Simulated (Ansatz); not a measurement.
**HfO2: single point**

Aim: for HfO2, 3 runs in a chain (single point).

Method: DFT PBEsol, scalar-relativistic, plane waves, PAW, in Ansatz 0.2.0.

### Step 1. Starting point

The structure is orthorhombic, space group Pca2_1 (No. 29). The conventional cell has a = 5.228 Å, b = 5.017 Å, c = 5.041 Å, α = 90.00°, β = 90.00°, γ = 90.00°. Hf (site symmetry 1) has 6 O at 2.00 to 2.15 Å as nearest neighbours. O (site symmetry 1) is surrounded by 3 Hf at 2.00 to 2.12 Å. Around O (site symmetry 1) lie 3 Hf at 2.02 to 2.15 Å.

As a file:

```cif
data_structure
_symmetry_space_group_name_H-M 'P 1'
_symmetry_Int_Tables_number 1
_cell_length_a 5.2282
_cell_length_b 5.0174
_cell_length_c 5.0413
_cell_angle_alpha 90.000
_cell_angle_beta 90.000
_cell_angle_gamma 90.000
_cell_volume 132.24
loop_
_atom_site_label
_atom_site_type_symbol
_atom_site_fract_x
_atom_site_fract_y
_atom_site_fract_z
_atom_site_occupancy
Hf1 Hf 0.03290 0.25439 0.24132 1
Hf2 Hf 0.46710 0.25439 0.74132 1
Hf3 Hf 0.53290 0.74561 0.24132 1
Hf4 Hf 0.96710 0.74561 0.74132 1
O1 O 0.32976 0.02970 0.42166 1
O2 O 0.17024 0.02970 0.92166 1
O3 O 0.69572 0.50170 0.53252 1
O4 O 0.80428 0.50170 0.03252 1
O5 O 0.30428 0.49830 0.03252 1
O6 O 0.19572 0.49830 0.53252 1
O7 O 0.82976 0.97030 0.42166 1
O8 O 0.67024 0.97030 0.92166 1
```

The structure rests on a cell from the Materials Project (structure only), changed: the geometry is taken 0.375 of the way to that of another step.

### Step 2. Single point: HfO2, no spin

It takes the final geometry of an earlier run: the geometry is taken 0.375 of the way to that of another step.

The input, input.yaml:

```yaml
crystal:
  lattice:
    - [5.2282430506, 0.0, 0.0]
    - [0.0, 5.0173677314, 0.0]
    - [0.0, 0.0, 5.041336333]
  atoms:
    - { symbol: Hf, position: [0.0328983662, 0.2543884348, 0.2413220387] }
    - { symbol: Hf, position: [0.4671016338, 0.2543884348, 0.7413220387] }
    - { symbol: Hf, position: [0.5328983662, 0.7456115652, 0.2413220387] }
    - { symbol: Hf, position: [0.9671016338, 0.7456115652, 0.7413220387] }
    - { symbol: O, position: [0.3297618455, 0.029703734, 0.4216601705] }
    - { symbol: O, position: [0.1702381545, 0.029703734, 0.9216601705] }
    - { symbol: O, position: [0.6957209156, 0.5017037175, 0.5325177908] }
    - { symbol: O, position: [0.8042790844, 0.5017037175, 1.0325177908] }
    - { symbol: O, position: [0.3042790844, 0.4982962825, 1.0325177908] }
    - { symbol: O, position: [0.1957209156, 0.4982962825, 0.5325177908] }
    - { symbol: O, position: [0.8297618455, 0.970296266, 0.4216601705] }
    - { symbol: O, position: [0.6702381545, 0.970296266, 0.9216601705] }
scf:
  occupations: { method: fixed }
output:
  forces: true
  polarization: {}
hamiltonian:
  xc: pbesol
kpoints:
  mp_grid: { grid: [4, 4, 6] }
```

Run with:

```sh
> ansatz run input.yaml --threads 8 --pin off --max-ram 16384MiB --backend cpu --events-out ev --progress --plain --runs-dir out
```

The program printed (excerpt; [...] marks lines left out):

```text
Warning: RAYON_NUM_THREADS=8 ignored (pool sized by the plan → 8); use --threads N
[...]
Pseudopotentials: kind: paw
Pseudopotential: Hf, paw, valence charge 26, recommended cutoff 420 eV (normal), Hf.paw.azcp
Pseudopotential: O, paw, valence charge 6, recommended cutoff 420 eV (normal), O.paw.azcp
Functional definition: PBEsol
[...]
Crystal: 12 atoms, lattice volume = 132.244 Å³
Basis set: ecut = 420 eV, 2597 PW (Γ), exchange–correlation on 72×72×72 points (8 copies of the dense FFT grid, shifted against one another)
Bands: 92, of which v1, the nominal top of the filled ones, is band 76 counted from 1 (75 counted from 0)
Symmetry: 4 space group operations
Space group: Pca21 (ITA 29), of the structure as read, at distance tolerance 5.1e-5 Å
k-points: 36 of 96 (time reversal used)
[...]
SCF iter   1: F=—  HF=-66900.233859 eV  |F-HF|=—  |Δ(HF+E_count)|=         —  Δρ=1.74e-2  dr2=3.08e-1  ethr=1.77e-3  ⟨swp⟩=4.2  Hψ=9227  notcnv=0  defer=369
[...]
SCF iter   8: F=-66900.154560 eV  HF=-66900.154560 eV  |F-HF|=3.22e-8  |Δ(HF+E_count)|=   1.42e-7  Δρ=6.51e-6  dr2=6.44e-8  ethr=6.58e-11  ⟨swp⟩=10.6  Hψ=17919  notcnv=0
[...]
NSCF: frozen V_eff on 39 k-points
SCF converged after 8 iterations
Free energy (F): -66900.154560 eV
[...]
E sigma→0 (E₀):  -66900.154560 eV
Fermi energy:    14.848898 eV
[...]
--- Forces (eV/Å), atoms counted from 1 ---
  atom   1  Hf     0.10832044     0.28350647     0.18802305
  atom   2  Hf    -0.10832044     0.28350647     0.18802305
  atom   3  Hf     0.10832044    -0.28350647     0.18802305
  atom   4  Hf    -0.10832044    -0.28350647     0.18802305
  atom   5  O      0.26910303     0.22287830     0.58688957
  atom   6  O     -0.26910303     0.22287830     0.58688957
  atom   7  O     -0.08437194    -0.04824216    -0.77490675
  atom   8  O      0.08437194    -0.04824216    -0.77490675
[...]
--- Band table (eV; the first three rows and the last of 36) ---
[...]
--- Formal polarisation (Berry phase): one branch of a lattice of values; only differences between neighbouring runs are physical ---
  axis  mesh            electronic          ionic      p = total  spread (rad)  least overlap  resolved gap  δp at fixed H ≤   (phases in cycles; p mod 2; gap in eV; gap and δp judge the states as solved, not the mesh's step, its correction or the SCF's stop)
  b1    4×4×6           0.00000000    76.00000000    76.00000000      0.000000         0.9400        5.0779           1.4e-5
  b2    4×4×6          -0.00000000    76.00000000    76.00000000      0.000000         0.9212        5.0779           1.4e-5
  b3    4×4×6           0.21957872    85.99776310    86.21734182      0.047047         0.9579        5.0779           1.3e-5
  quantum along a1:   0.07906939 e/Å² =   126.683130 µC/cm²
  quantum along a2:   0.07588022 e/Å² =   121.573508 µC/cm²
  quantum along a3:   0.07624270 e/Å² =   122.154280 µC/cm²
  P = (  3.00463684,   2.88344818,   3.28672167) e/Å² = ( 4813.958935,  4619.793301,  5265.908656) µC/cm²  (mod the quanta)
```

Run time: 4.9 s. Hardware: 8 threads of AMD EPYC 9R45 (Zen 5), shared host; peak memory 1.1 GiB.

### Step 3. Single point

It takes the final geometry of an earlier run: the geometry is taken 0.4375 of the way to that of another step.

The input, input.yaml:

```yaml
crystal:
  lattice:
    - [5.2282430506, 0.0, 0.0]
    - [0.0, 5.0173677314, 0.0]
    - [0.0, 0.0, 5.041336333]
  atoms:
    - { symbol: Hf, position: [0.0328984745, 0.2521947239, 0.2411604785] }
    - { symbol: Hf, position: [0.4671015255, 0.2521947239, 0.7411604785] }
    - { symbol: Hf, position: [0.5328984745, 0.7478052761, 0.2411604785] }
    - { symbol: Hf, position: [0.9671015255, 0.7478052761, 0.7411604785] }
    - { symbol: O, position: [0.3233920186, 0.0227042159, 0.4286154618] }
    - { symbol: O, position: [0.1766079814, 0.0227042159, 0.9286154618] }
    - { symbol: O, position: [0.6893459857, 0.5087048895, 0.5394740596] }
    - { symbol: O, position: [0.8106540143, 0.5087048895, 1.0394740596] }
    - { symbol: O, position: [0.3106540143, 0.4912951105, 1.0394740596] }
    - { symbol: O, position: [0.1893459857, 0.4912951105, 0.5394740596] }
    - { symbol: O, position: [0.8233920186, 0.9772957841, 0.4286154618] }
    - { symbol: O, position: [0.6766079814, 0.9772957841, 0.9286154618] }
scf:
  occupations: { method: fixed }
output:
  forces: true
  polarization: {}
hamiltonian:
  xc: pbesol
kpoints:
  mp_grid: { grid: [4, 4, 6] }
```

Run with:

```sh
> ansatz run input.yaml --threads 8 --pin off --max-ram 16384MiB --backend cpu --events-out ev --progress --plain --runs-dir out
```

The program printed (excerpt; [...] marks lines left out):

```text
Warning: RAYON_NUM_THREADS=8 ignored (pool sized by the plan → 8); use --threads N
[...]
[... 4 set-up lines as earlier in the session ...]
[...]
Crystal: 12 atoms, lattice volume = 132.244 Å³
Basis set: ecut = 420 eV, 2597 PW (Γ), exchange–correlation on 72×72×72 points (8 copies of the dense FFT grid, shifted against one another)
Bands: 92, of which v1, the nominal top of the filled ones, is band 76 counted from 1 (75 counted from 0)
[... 2 set-up lines as earlier in the session ...]
k-points: 36 of 96 (time reversal used)
[...]
--- Band table (eV; the first three rows and the last of 36) ---
[...]
--- Formal polarisation (Berry phase): one branch of a lattice of values; only differences between neighbouring runs are physical ---
  axis  mesh            electronic          ionic      p = total  spread (rad)  least overlap  resolved gap  δp at fixed H ≤   (phases in cycles; p mod 2; gap in eV; gap and δp judge the states as solved, not the mesh's step, its correction or the SCF's stop)
  b1    4×4×6           0.00000000    76.00000000    76.00000000      0.000000         0.9399        5.0433           1.3e-5
  b2    4×4×6          -0.00000000    76.00000000    76.00000000      0.000000         0.9210        5.0433           1.3e-5
  b3    4×4×6          -0.20629118    86.31483828    86.10854710      0.024922         0.9573        5.0433           1.3e-5
  quantum along a1:   0.07906939 e/Å² =   126.683130 µC/cm²
  quantum along a2:   0.07588022 e/Å² =   121.573508 µC/cm²
  quantum along a3:   0.07624270 e/Å² =   122.154280 µC/cm²
  P = (  3.00463684,   2.88344818,   3.28257426) e/Å² = ( 4813.958935,  4619.793301,  5259.263785) µC/cm²  (mod the quanta)
```

It took 4.9 s on 8 threads of AMD EPYC 9R45 (Zen 5), shared host; peak memory 1.1 GiB.

### Step 4. Single point

It takes the final geometry of an earlier run: the geometry is taken 0.5 of the way to that of another step.

The input, input.yaml:

```yaml
crystal:
  lattice:
    - [5.2282430506, 0.0, 0.0]
    - [0.0, 5.0173677314, 0.0]
    - [0.0, 0.0, 5.041336333]
  atoms:
    - { symbol: Hf, position: [0.0328985827, 0.250001013, 0.2409989183] }
    - { symbol: Hf, position: [0.4671014173, 0.250001013, 0.7409989183] }
    - { symbol: Hf, position: [0.5328985827, 0.749998987, 0.2409989183] }
    - { symbol: Hf, position: [0.9671014173, 0.749998987, 0.7409989183] }
    - { symbol: O, position: [0.3170221916, 0.0157046979, 0.4355707532] }
    - { symbol: O, position: [0.1829778084, 0.0157046979, 0.9355707532] }
    - { symbol: O, position: [0.6829710557, 0.5157060616, 0.5464303285] }
    - { symbol: O, position: [0.8170289443, 0.5157060616, 1.0464303285] }
    - { symbol: O, position: [0.3170289443, 0.4842939384, 1.0464303285] }
    - { symbol: O, position: [0.1829710557, 0.4842939384, 0.5464303285] }
    - { symbol: O, position: [0.8170221916, 0.9842953021, 0.4355707532] }
    - { symbol: O, position: [0.6829778084, 0.9842953021, 0.9355707532] }
scf:
  occupations: { method: fixed }
output:
  forces: true
  polarization: {}
hamiltonian:
  xc: pbesol
kpoints:
  mp_grid: { grid: [4, 4, 6] }
```

Run with:

```sh
> ansatz run input.yaml --threads 8 --pin off --max-ram 16384MiB --backend cpu --events-out ev --progress --plain --runs-dir out
```

The program printed (excerpt; [...] marks lines left out):

```text
Warning: the atoms were moved onto the symmetric positions of the space group found under crystal.symmetry.tolerance 1.0e-5 (fractional; no operation is sought that the atoms, as they stand in a round, miss by more than twice it, and no atom is moved by as much as it), and the run uses [...]
Warning: RAYON_NUM_THREADS=8 ignored (pool sized by the plan → 8); use --threads N
[...]
[... 4 set-up lines as earlier in the session ...]
[...]
Crystal: 12 atoms, lattice volume = 132.244 Å³
Basis set: ecut = 420 eV, 2597 PW (Γ), exchange–correlation on 72×72×72 points (8 copies of the dense FFT grid, shifted against one another)
Bands: 92, of which v1, the nominal top of the filled ones, is band 76 counted from 1 (75 counted from 0)
Symmetry: 8 space group operations
Space group: Pbcn (ITA 60), of the structure as read, at distance tolerance 5.1e-5 Å
k-points: 36 of 96
[...]
  atom   7  O     -0.19439043     0.10849109    -0.72655161
  atom   8  O      0.19439043     0.10849109    -0.72655161
[...]
--- Band table (eV; the first three rows and the last of 36) ---
[...]
--- Formal polarisation (Berry phase): one branch of a lattice of values; only differences between neighbouring runs are physical ---
  axis  mesh            electronic          ionic      p = total  spread (rad)  least overlap  resolved gap  δp at fixed H ≤   (phases in cycles; p mod 2; gap in eV; gap and δp judge the states as solved, not the mesh's step, its correction or the SCF's stop)
  b1    4×4×6           0.00000000    76.00000000    76.00000000      0.000000         0.9398        5.0304           1.4e-5
  b2    4×4×6          -0.00000000    76.00000000    76.00000000      0.000000         0.9209        5.0304           1.4e-5
  b3    4×4×6          -0.63200000    86.63200000    86.00000000      0.000000         0.9570        5.0304           1.4e-5
  quantum along a1:   0.07906939 e/Å² =   126.683130 µC/cm²
  quantum along a2:   0.07588022 e/Å² =   121.573508 µC/cm²
  quantum along a3:   0.07624270 e/Å² =   122.154280 µC/cm²
  P = (  3.00463684,   2.88344818,   3.27843630) e/Å² = ( 4813.958935,  4619.793301,  5252.634039) µC/cm²  (mod the quanta)
```

Wall time 3.8 s (8 threads of AMD EPYC 9R45 (Zen 5), shared host); peak memory 1 GiB.

### Step 5. Results

```
step  volume (Å³/atom)  pressure (GPa)  energy above the lowest (meV/atom)  gap on the mesh (eV)   time
   2             11.02             n/a                                 0.0                  4.94  4.9 s
   3             11.02             n/a                                 6.6                  5.02  4.9 s
   4             11.02             n/a                                 8.8                  5.00  3.8 s
```

**Reading.** These runs have no spin-orbit coupling; with Hf it would split and shift bands.

The gaps are Kohn-Sham values of a semilocal functional, not quasiparticle or optical gaps. Such gaps usually fall short of the measured ones.
